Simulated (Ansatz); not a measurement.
MnS:

```
Mn S
1.0
     0.00000    2.60450    2.60450
     2.60450    0.00000    2.60450
     2.60450    2.60450    0.00000
Mn S
1 1
Direct
  0.00000 0.00000 0.00000
  0.50000 0.50000 0.50000
```

Program: Ansatz 0.2.0. Alike in all runs: potentials or basis Ansatz PAW; cell as given; k mesh 9 × 9 × 9; cutoff (eV) 500.

Task: Order these runs on this cell by their pressure, lowest first.
A. level r2SCAN+U; spin collinear, ferromagnetic start; U Mn d U = 6.2 eV; smearing methfessel-paxton 0.1 eV; hubbard projectors all-electron-atomic; double counting fll (the default)
B. level r2SCAN+rVV10+U; spin collinear, random start; U Mn d U = 3 eV; smearing fermi-dirac 0.05 eV; hubbard projectors all-electron-atomic; double counting fll (the default)
C. level r2SCAN+rVV10+U; spin collinear, ferromagnetic start; U Mn d U = 4 eV; smearing fermi-dirac 0.01 eV; hubbard projectors all-electron-ortho-atomic; double counting amf

Result: C (-0.7 GPa), B (4.1 GPa), A (9.5 GPa).

Caveats: the magnetic or orbital state may not be the lowest; a cell with one magnetic atom can't hold antiferromagnetic order, which such compounds often take; the PAW data sets come from PBE, with cores solved anew for the run's functional, which leaves a small shift of forces and pressure.

Runs at the PBE level aren't shown here.
